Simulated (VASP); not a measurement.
Write the native input for VASP 6.6.1 that does the following.

* Task: relaxation of cell and atoms
* Functional: LDA
* Potentials or basis: VASP PAW LDA potentials, release 64 (C)
* Cutoff: 600 eV
* k mesh: 15 × 15 × 1
* Occupations: gaussian, width 0.03 eV
* Spin: no spin polarisation
* Further INCAR settings: ALGO = Normal; EDIFF = 1e-07; IBRION = 2; EDIFFG = -0.005; NSW = 90; ISIF = 3

The structure of C lies in POSCAR:

```
C                                       
1.0
    2.4460290732      0.0000000000      0.0000000000
   -1.2230145366      2.1183233184      0.0000000000
    0.0000000000      0.0000000000     18.0339500000
  C             
     2
Direct
     0.0000000000000000    1.0000000000000000    0.4999974173853705
     0.6666666699999979    0.3333333300000021    0.5000025826146296
```

The slab is cut from a database's or a generator's crystal, which needn't be the stable form of the element.

One way to write it, as run:

INCAR

```
ALGO = Normal ; EDIFF = 1E-7
EDIFFG = -0.005 ; ENCUT = 600
IBRION = 2 ; ISIF = 3
ISMEAR = 0 ; KPAR = 2
LASPH = True ; LATTICE_CONSTRAINTS = .TRUE. .TRUE. .FALSE.
LCHARG = False ; LREAL = False
LWAVE = False ; NELM = 80
NSW = 90 ; PREC = Accurate
SIGMA = 0.03
```

KPOINTS

```
k-points
0
Gamma
  15 15 1
```

Potentials or basis: VASP PAW LDA potentials, release 64 (C).

Command:

```console
$ cat potpaw_LDA.64/C/POTCAR > POTCAR
$ mpirun -np 2 vasp_std > vasp.out
```

It gave:

```yaml
Band_gap_on_the_k_mesh: none (metal or under the smearing width)
```

Caveat: the relaxation stopped at its first step, so nothing moved.

Run time: 12 s on 2 MPI ranks on Intel(R) Xeon(R) 6975P-C (Granite Rapids), with other jobs on the host, peak memory 0.16 GiB a rank.
